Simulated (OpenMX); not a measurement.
**Au in OpenMX: convergence with VNA**

Input of the first run (VNA 1 3); the others differ in this setting and in those tied to it:

The input Au.dat:

```
System.CurrrentDirectory             ./
System.Name                          Au
DATA.PATH                            ./DFT_DATA13
level.of.stdout                      1
level.of.fileout                     0
Species.Number                       1
<Definition.of.Atomic.Species
  Au  Au7.0-s3p2d2           Au_PBE13
Definition.of.Atomic.Species>

Atoms.Number                         1
Atoms.SpeciesAndCoordinates.Unit     FRAC
<Atoms.SpeciesAndCoordinates
    1  Au   -0.0921370000   -0.0055970000    0.0659050000   8.500  8.500
Atoms.SpeciesAndCoordinates>

Atoms.UnitVectors.Unit               Ang
<Atoms.UnitVectors
    -0.0437270000    2.0307940000    2.0543660000
     1.9784840000    0.0113700000    1.9992690000
     2.0367160000    2.0339280000   -0.0468620000
Atoms.UnitVectors>

scf.XcType                           GGA-PBE
scf.SpinPolarization                 off
scf.ElectronicTemperature            580.226
scf.energycutoff                     400.0
scf.maxIter                          100
scf.EigenvalueSolver                 band
scf.Kgrid                            9 9 9
scf.Mixing.Type                      rmm-diisk
scf.Init.Mixing.Weight               0.05
scf.Min.Mixing.Weight                0.001
scf.Max.Mixing.Weight                0.3
scf.Mixing.History                   25
scf.Mixing.StartPulay                8
scf.criterion                        1.0e-8
scf.stress.tensor                    on
MD.Type                              nomd
scf.BufferL.VNA                      1
scf.RadialF.VNA                      3
```

Potentials or basis: OpenMX 2013 PBE set, Au7.0-s3p2d2, grid cutoff 400 Ry.

Command:

```sh
$ openmx Au.dat -nt 1 > Au.std
```

The cell isn't the ideal one: cell strained at random at fixed volume.

Hardware: 1 thread of Arm Neoverse V1, on a shared host.

Task: The values tried are 1 3, 2 4, 3 6, 4 8, 5 10, 6 12, 6 16, loosest first. From which on does the energy stay within 1 meV/atom of the tightest run that finished?

Result: From 6 12 on.

```
 VNA  energy less the tightest run, at zero smearing (meV/atom)  pressure (GPa)  SCF cycles  CPU time (s)  peak memory (GiB)
 1 3                                                     113.61           17.96          15            32               0.37
 2 4                                                      58.18           18.76          16            33               0.35
 3 6                                                      30.93           18.04          16            34               0.35
 4 8                                                       7.75           17.19          16            35               0.42
5 10                                                       6.46           17.24          16            37                0.4
6 12                                                       0.97           17.09          16            40               0.46
6 16                                                       0.00           17.08          16            42               0.53
```

Against the tightest run, the pressure stays within 0.1 GPa from 6 12 on. The tightest run that finished is the yardstick and may itself not be fully converged.

Caveat, for the tightest run too: the basis of atomic orbitals isn't converged, which shifts pressures, moduli and gaps. The run has no spin-orbit coupling, so splittings on Au are missing.
